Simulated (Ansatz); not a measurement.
Wurtzite BeO, treated with PBE in Ansatz (plane waves, PAW).

Numerical settings: plane-wave cutoff 520 eV, 18×18×8 k mesh (along the axes of the cell as run), Fermi–Dirac smearing 0.01 eV, scalar-relativistic PAW data made under PBE.

Computed at the level's own relaxed cell.

Task: Predict the lattice constant a, c axis length, bulk modulus B0, pressure derivative B′ of the bulk modulus and width of the whole s-p valence band.

Result: 
- lattice constant a = 2.712 Å
- c axis length = 4.404 Å
- bulk modulus B0 = 209 GPa
- pressure derivative B′ of the bulk modulus = 3.7
- width of the whole s-p valence band = 18.59 eV

Measured, for comparison: lattice constant a 2.698 Å, lattice parameter c 4.377 Å (temperature not stated, no zero-point or thermal correction; as tabulated in Wikipedia's data pages); bulk modulus 212 GPa (room temperature, no zero-point or thermal correction, K' fixed at 4, our sources range from 212 to 224; as tabulated in High-pressure and high-temperature crystal chemistry of beryllium oxide (Scilit …). Computed (rounded) less measured: lattice constant a +0.5 %, lattice parameter c +0.6 %, bulk modulus -1 % (-1 % to -7 % over the range).

Note: the bulk modulus comes from volumes at which shape and atoms were relaxed.

Ansatz is a first-principles code.
